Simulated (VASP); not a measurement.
# SnSe2 (P-3m1) in VASP: Born charges and dielectric tensor with PBE

Aim: the Born charges and dielectric tensor of SnSe2 with PBE.

Program: VASP 6.6.1. These are calculated values, not measurements. Logs are shortened: lines on timing, memory, paths and dates and some standing lists are left out, and cuts for length are marked.

## (1) The crystal as given

Symmetry: P-3m1, No. 164, trigonal system. Conventional cell: a = 3.872 Å, b = 3.872 Å, c = 6.997 Å, α = 90.00°, β = 90.00°, γ = 120.00°. Sn (site symmetry -3m) has 6 Se at 2.75 Å as nearest neighbours. Around Se (site symmetry 3m) lie 3 Sn at 2.75 Å.

The cell is a database's computed one.

## (2) Born charges and dielectric tensor, PBE

The input, INCAR:

```
SYSTEM = SnSe2
PREC = Accurate
ENCUT = 600
EDIFF = 1E-8
ISMEAR = 0
SIGMA = 0.02
LREAL = .FALSE.
LASPH = .TRUE.
NELM = 100
ALGO = Normal
ISIF = 2
LWAVE = .FALSE.
LCHARG = .FALSE.
GGA = PE
LEPSILON = .TRUE.
IBRION = 8
NSW = 1
```

The input, KPOINTS:

```
Automatic mesh
0
G
  9 9 4
  0 0 0
```

The input, POSCAR:

```
SnSe2
1.0
    3.8720500000      0.0000000000      0.0000000000
   -1.9360300000      3.3533000000      0.0000000000
    0.0000000000      0.0000000000      6.9971100000
Sn Se
1 2
Direct
    0.0000000000      0.0000000000      0.0000000000
    0.6666700000      0.3333300000      0.7719100000
    0.3333300000      0.6666700000      0.2280900000
```

Potentials or basis: VASP PAW PBE potentials, release 64 (Sn_d, Se).

On the command line:

```bash
$ cat potpaw_PBE.64/Sn_d/POTCAR potpaw_PBE.64/Se/POTCAR > POTCAR
$ mpirun -np 1 vasp_std > vasp.out
```

OUTCAR:

```text
SYSTEM = SnSe2
   PREC = Accurate
   ENCUT = 600
   EDIFF = 1E-8
   ISMEAR = 0
   LREAL = .FALSE.
   LASPH = .TRUE.
   NELM = 100
   ISIF = 2
   GGA = PE
   LEPSILON = .TRUE.
   IBRION = 8
   NSW = 1

 ion  position               nearest neighbor table
   1  0.000  0.000  0.000-   2 2.75   3 2.75   2 2.75   3 2.75   2 2.75   3 2.75
   2  0.667  0.333  0.772-   1 2.75   1 2.75   1 2.75
   3  0.333  0.667  0.228-   1 2.75   1 2.75   1 2.75

  LATTYP: Found a hexagonal cell.
 ALAT       =     3.8720500000
 C/A-ratio  =     1.8070815201

  Lattice vectors:

 A1 = (   3.8720500000,   0.0000000000,   0.0000000000)
 A2 = (  -1.9360300000,   3.3533000000,   0.0000000000)
 A3 = (   0.0000000000,   0.0000000000,   6.9971100000)

Analysis of symmetry for initial positions (statically):
=====================================================================
 Subroutine PRICEL returns:
 Original cell was already a primitive cell.

 Routine SETGRP: Setting up the symmetry group for a
 hexagonal supercell.

 Subroutine GETGRP returns: Found  4 space group operations
 (whereof  4 operations were pure point group operations)
 out of a pool of 24 trial point group operations.

The static configuration has the point symmetry C_2h.

Analysis of symmetry for dynamics (positions and initial velocities):
=====================================================================
 Subroutine PRICEL returns:
 Original cell was already a primitive cell.

 Routine SETGRP: Setting up the symmetry group for a
 hexagonal supercell.

 Subroutine GETGRP returns: Found  4 space group operations
 (whereof  4 operations were pure point group operations)
 out of a pool of 24 trial point group operations.

The dynamic configuration has the point symmetry C_2h.

 Subroutine INISYM returns: Found  4 space group operations
 (whereof  4 operations are pure point group operations),
 and found     1 'primitive' translations

----------------------------------------------------------------------------------------

                                     Primitive cell

  volume of cell :      90.8515

  direct lattice vectors                    reciprocal lattice vectors
     3.872050000  0.000000000  0.000000000     0.258261128  0.149107235  0.000000000
    -1.936030000  3.353300000  0.000000000     0.000000000  0.298213700  0.000000000
     0.000000000  0.000000000  6.997110000     0.000000000  0.000000000  0.142916147

  length of vectors
     3.872050000  3.872057987  6.997110000     0.298214315  0.298213700  0.142916147

  position of ions in fractional coordinates (direct lattice)
     0.000000000  0.000000000  0.000000000
     0.666670000  0.333330000  0.771910000
     0.333330000  0.666670000  0.228090000

  ion indices of the primitive-cell ions
   primitive index   ion index
                 1           1
                 2           2
                 3           3

----------------------------------------------------------------------------------------

 KPOINTS: Automatic mesh

Automatic generation of k-mesh.
 Grid dimensions read from file:
 generate k-points for:    9    9    4

 Generating k-lattice:

  Cartesian coordinates                     Fractional coordinates (reciprocal lattice)
     0.028695681  0.016567471  0.000000000     0.111111111  0.000000000  0.000000000
     0.000000000  0.033134856  0.000000000     0.000000000  0.111111111  0.000000000
     0.000000000  0.000000000  0.035729037     0.000000000  0.000000000  0.250000000

  Length of vectors
     0.033134924  0.033134856  0.035729037

  Shift w.r.t. Gamma in fractional coordinates (k-lattice)
     0.000000000  0.000000000  0.000000000

 Subroutine IBZKPT returns following result:
 ===========================================

 Found     95 irreducible k-points:

 Following reciprocal coordinates:
            Coordinates               Weight
[... 611 lines left out ...]

 Free energy of the ion-electron system (eV)
  ---------------------------------------------------
  ---------------------------------------------------
  free energy    TOTEN  =        -2.57548132 eV

  energy without entropy =       -2.57548132

------------------------ aborting loop because EDIFF is reached ----------------------------------------

--------------------------------------- Ionic step        2  -------------------------------------------

------------------------ aborting loop because EDIFF is reached ----------------------------------------

--------------------------------------- Ionic step        3  -------------------------------------------

------------------------ aborting loop because EDIFF is reached ----------------------------------------

 PIEZOELECTRIC TENSOR FIELD DIRECTION 3  (e Angst)
 -----------------------------------------------------------------------------
     0.00227  0.00007 -0.00067           (  0.00001 -0.00001 -0.00001)
     0.00007  0.00235  0.00039           ( -0.00001  0.00001  0.00001)
    -0.00066  0.00038 -0.00599           ( -0.00001  0.00001 -0.00001)

 PIEZOELECTRIC TENSOR FIELD DIRECTION 3  (C/m^2)
 -----------------------------------------------------------------------------
     0.00040  0.00001 -0.00012
     0.00001  0.00041  0.00007
    -0.00012  0.00007 -0.00106

--------------------------------------- Ionic step        4  -------------------------------------------

------------------------ aborting loop because EDIFF is reached ----------------------------------------

[... ionic steps 5 to 5 ...]

--------------------------------------- Ionic step        6  -------------------------------------------

------------------------ aborting loop because EDIFF is reached ----------------------------------------

--------------------------------------- Ionic step        7  -------------------------------------------

------------------------ aborting loop because EDIFF is reached ----------------------------------------

[... ionic steps 8 to 8 ...]

--------------------------------------- Ionic step        9  -------------------------------------------

 Free energy of the ion-electron system (eV)
  ---------------------------------------------------
  ---------------------------------------------------
  free energy    TOTEN  =        -0.09983758 eV

  energy without entropy =       -0.09983758

------------------------ aborting loop because EDIFF is reached ----------------------------------------

 INTERNAL STRAIN TENSOR  FOR ION    2  DIRECTION 3   (eV/Angst):
 -----------------------------------------------------------------------------
     5.53208 -0.00877 -0.07174
    -0.00877  5.52198  0.04142
     0.11639 -0.06720 14.19404

 MACROSCOPIC STATIC DIELECTRIC TENSOR (including local field effects in DFT)
 ------------------------------------------------------
          10.433310     0.000006    -0.000013
           0.000006    10.433374     0.000008
          -0.000014     0.000008     4.885529
 ------------------------------------------------------

 PIEZOELECTRIC TENSOR (including local field effects)  for field in x, y, z        (e  Angst)
          XX          YY          ZZ          XY          YZ          ZX
  --------------------------------------------------------------------------------
  x     0.00000     0.00000     0.00000     0.00000     0.00000     0.00000
  y     0.00000     0.00000     0.00000     0.00000     0.00000     0.00000
  z     0.00000     0.00000     0.00000     0.00000     0.00000     0.00000

 PIEZOELECTRIC TENSOR (including local field effects)  for field in x, y, z        (C/m^2)
          XX          YY          ZZ          XY          YZ          ZX
  --------------------------------------------------------------------------------
  x     0.00000     0.00000     0.00000     0.00000     0.00000     0.00000
  y     0.00000     0.00000     0.00000     0.00000     0.00000     0.00000
  z     0.00000     0.00000     0.00000     0.00000     0.00000     0.00000

 BORN EFFECTIVE CHARGES (including local field effects) (in |e|, cummulative output)
 ---------------------------------------------------------------------------------
 ion    1
    1     5.03028     0.00001     0.00030
    2     0.00001     5.03033    -0.00017
    3    -0.00001     0.00001     1.24147
 ion    2
    1    -2.51514    -0.00001    -0.00015
    2    -0.00001    -2.51516     0.00009
    3     0.00001    -0.00000    -0.62074
 ion    3
    1    -2.51514    -0.00001    -0.00015
    2    -0.00001    -2.51516     0.00009
    3     0.00001    -0.00000    -0.62074

 INTERNAL STRAIN TENSOR FOR ION    3 for displacements in x,y,z  (eV/Angst):
          X           Y           Z          XY          YZ          ZX
  --------------------------------------------------------------------------------
  x     0.00244    -0.00128    -0.00049    -0.08702     0.00102    -5.33809
  y     0.45693    -0.45761     0.00028    -0.93717    -4.38636     0.00109
  z    -5.53208    -5.52198   -14.19404     0.00877     0.06720     0.07174

 SECOND DERIVATIVES (NOT SYMMETRIZED)
 ------------------------------------
               1X          1Y          1Z          2X          2Y          2Z          3X          3Y          3Z
  1X    -4.670383    0.000303   -0.000215    2.335191   -0.000152    0.000107    2.335191   -0.000152    0.000107
  1Y     0.000303   -4.670058    0.000124   -0.000152    2.335029   -0.000062   -0.000152    2.335029   -0.000062
  1Z    -0.000337    0.000194  -14.684685    0.000168   -0.000097    7.342343    0.000168   -0.000097    7.342343
  2X     2.341355   -0.000194    0.000177   -2.792116   -0.000741   -0.000100    0.450762    0.000935   -0.000076
  2Y    -0.000194    2.341144   -0.000102   -0.000741   -2.792988    0.000058    0.000935    0.451844    0.000044
  2Z     0.000539   -0.000311    7.320397   -0.000719    0.000415   -8.164017    0.000180   -0.000104    0.843620
  3X     2.341355   -0.000194    0.000177    0.450762    0.000935   -0.000076   -2.792116   -0.000741   -0.000100
  3Y    -0.000194    2.341144   -0.000102    0.000935    0.451844    0.000044   -0.000741   -2.792988    0.000058
  3Z     0.000539   -0.000311    7.320397    0.000180   -0.000104    0.843620   -0.000719    0.000415   -8.164017

 Eigenvectors and eigenvalues of the dynamical matrix
 ----------------------------------------------------

   1 f  =    7.272637 THz    45.695324 2PiTHz  242.589045 cm-1    30.077195 meV
             X         Y         Z           dx          dy          dz
      0.000000  0.000000  0.000000    -0.000034    0.000019   -0.756045
      1.936043  1.117755  5.401139     0.000023   -0.000013    0.462815
     -0.000023  2.235545  1.595971     0.000023   -0.000013    0.462815
[... 43 lines left out ...]
   9 f/i=    0.005390 THz     0.033868 2PiTHz    0.179800 cm-1     0.022292 meV
             X         Y         Z           dx          dy          dz
      0.000000  0.000000  0.000000    -0.010303    0.005949   -0.654413
      1.936043  1.117755  5.401139    -0.008349    0.004821   -0.534517
     -0.000023  2.235545  1.595971    -0.008349    0.004821   -0.534517

--------------------------------------------------------------------------------------------------------

 MACROSCOPIC STATIC DIELECTRIC TENSOR IONIC CONTRIBUTION
 ------------------------------------------------------
          10.781622     0.000827    -0.000052
           0.000827    10.782636     0.000030
          -0.000052     0.000030     0.209256
 ------------------------------------------------------

 ELASTIC MODULI CONTR FROM IONIC RELAXATION (kBar)
 Direction    XX          YY          ZZ          XY          YZ          ZX
 --------------------------------------------------------------------------------
 XX        -122.1005   -117.3410   -307.4619      4.8454     23.2335      1.6929
 YY        -117.3410   -121.6733   -306.9019     -4.4742    -20.3728      1.5125
 ZZ        -307.4619   -306.9019   -788.8776      0.4864      3.7282      4.0006
 XY           4.8454     -4.4742      0.4864     -9.6285    -44.6818     -5.0158
 YZ          23.2335    -20.3728      3.7282    -44.6818   -209.1515      0.2239
 ZX           1.6929      1.5125      4.0006     -5.0158      0.2239   -309.9408
 --------------------------------------------------------------------------------

 PIEZOELECTRIC TENSOR IONIC CONTR  for field in x, y, z        (C/m^2)
          XX          YY          ZZ          XY          YZ          ZX
  --------------------------------------------------------------------------------
  x     0.00000     0.00000     0.00000     0.00000     0.00000    -0.00000
  y    -0.00000     0.00000    -0.00000     0.00000     0.00000    -0.00000
  z     0.00000     0.00000     0.00000     0.00000     0.00000     0.00000
```

It took 48 min on 1 thread of Intel Xeon Platinum 8488C (Sapphire Rapids), shared host; peak memory 0.91 GiB.

What came out:

```yaml
Band_gap_on_the_k_mesh: 0.75 eV, indirect (least direct gap 1.11 eV)
Electronic_dielectric_tensor_diagonal: 10.43, 10.43, 4.89
Born_charges_mean_of_the_diagonal: Sn +3.77; Se -1.88 e
Highest_phonon_frequency_at_Γ_LO-TO_splitting_left_out: 243 cm⁻¹
```

Levels at points of the mesh, in eV from the valence-band top:
```
           k point  band 9  band 10  band 11  band 12  band 13  band 14  band 15  band 16  band 17
(0.00, 0.00, 0.00)   -0.53    -0.47    -0.47    -0.12    -0.12     1.08     3.08     4.58     4.58
(0.00, 0.00, 0.50)   -1.51    -0.50    -0.50    -0.09    -0.09     1.97     3.00     4.50     4.50
```

Phonon frequencies in cm⁻¹ (negative: imaginary):
```
              q point                    frequencies
(0.000, 0.000, 0.000)  0 0 0 106 106 137 137 176 243
```

Electronic dielectric tensor:
```
10.43  0.00  0.00
 0.00 10.43  0.00
 0.00  0.00  4.89
```

Born effective charge tensors (e):
atom 1, Sn
```
5.03 0.00 0.00
0.00 5.03 0.00
0.00 0.00 1.24
```
atom 2, Se
```
-2.52  0.00  0.00
 0.00 -2.52  0.00
 0.00  0.00 -0.62
```
atom 3, Se
```
-2.52  0.00  0.00
 0.00 -2.52  0.00
 0.00  0.00 -0.62
```

Caveat: spin-orbit coupling is left out, which moves the levels of the heavy elements; an odd mesh through Γ misses points on the zone boundary, where band edges often lie.
